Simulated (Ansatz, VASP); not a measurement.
Two plane-wave programs on Na

```
CELL_PARAMETERS angstrom
0.00000 3.78982 3.78982
3.78982 0.00000 3.78982
3.78982 3.78982 0.00000
ATOMIC_POSITIONS crystal
Na 0.00000 0.00000 0.00000
Na 0.25000 0.25000 0.25000
```

Alike in both runs: functional PBE; k mesh 10 × 10 × 10; occupations fermi-dirac, width 0.03 eV; no spin polarisation.

Ansatz relaxed the structure, and its values are those at the end. VASP's run is a single point on that final structure, the one shown.

|  | VASP | Ansatz |
| --- | --- | --- |
| version | VASP 6.6.1 | Ansatz 0.2.0 |
| potentials or method | VASP PAW PBE potentials, release 64 (Na_pv) | PAW with Ansatz's earlier generated frozen-core files (soft_1), scalar-relativistic |
| plane-wave cutoff (eV) | 520 | 420 |
| valence electrons in the cell | 14 | 18 |

|  | VASP | Ansatz | Ansatz less VASP |
| --- | --- | --- | --- |
| pressure (GPa) | 0.0 | 0.0 | 0.00 |

The two sets of potentials don't hold the same shells in valence.
